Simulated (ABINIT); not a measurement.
Set up this calculation in ABINIT 10.8.3 (patched build), as the native input.

```
Task                : equation of state
Functional          : r2SCAN
Potentials or basis : JTH PAW PBE v2.0
Cutoff              : 762 eV
k mesh              : 6 × 6 × 6
Occupations         : fermi-dirac, width 0.05 eV
Spin                : no spin polarisation
Fine-grid cutoff    : 1360.57 eV
```

The system is SrO.

```
CELL_PARAMETERS angstrom
0.00000 2.56630 2.56630
2.56630 0.00000 2.56630
2.56630 2.56630 0.00000
ATOMIC_POSITIONS crystal
Sr 0.50000 0.50000 0.50000
O 0.00000 0.00000 0.00000
```

These files were run (other wordings do the same):

run.abi

```
# Datasets: one volume each
ndtset 7
scalecart1 3*0.9795861087
scalecart2 3*0.9864848297
scalecart3 3*0.9932883884
scalecart4 3*1.0000000000
scalecart5 3*1.0066227096
scalecart6 3*1.0131594038
scalecart7 3*1.0196128224

# Pseudopotentials
pp_dirpath "./"
pseudos "Sr.GGA_PBE-JTH.xml, O.GGA_PBE-JTH.xml"

# Structure
acell 3.6292962651 3.6292962651 3.6292962651 Angstrom
rprim
     0.0000000000     0.7071067812     0.7071067812
     0.7071067812     0.0000000000     0.7071067812
     0.7071067812     0.7071067812     0.0000000000
ntypat 2
znucl 38 8
natom 2
typat 1 2
xred
     0.5000000000     0.5000000000     0.5000000000
     0.0000000000     0.0000000000     0.0000000000

# Plane-wave basis
ecut 28.0
pawecutdg 50.0

# k points
kptopt 1
ngkpt 6 6 6
nshiftk 1
shiftk 0.0 0.0 0.0

# Exchange and correlation
ixc -497498
usekden 1
pawxcdev 0

# Bands and occupations
nband 12
occopt 3
tsmear 0.05 eV

# SCF cycle
nstep 100
tolvrs 1.0e-7

# Output
iomode 3
prtwf 0
prtden 0
prteig 0
prtebands 0
```

Potentials or basis: JTH PAW PBE v2.0.

The run is started by

```bash
$ mpirun --bind-to none -np 4 abinit run.abi > log 2>&1
```

It gave:

```yaml
Equilibrium_volume: 17.15 Å³/atom
Bulk_modulus: 94 GPa
Pressure_derivative_of_the_bulk_modulus: 4.5
```

Caveat: pressures at fixed basis lie under the slope of the energies; the PAW data sets were made with another functional, which shifts forces and pressure a little.

Run time: 98 s on 4 MPI ranks on Arm Neoverse V2 (shared host), peak memory 0.64 GiB a rank.
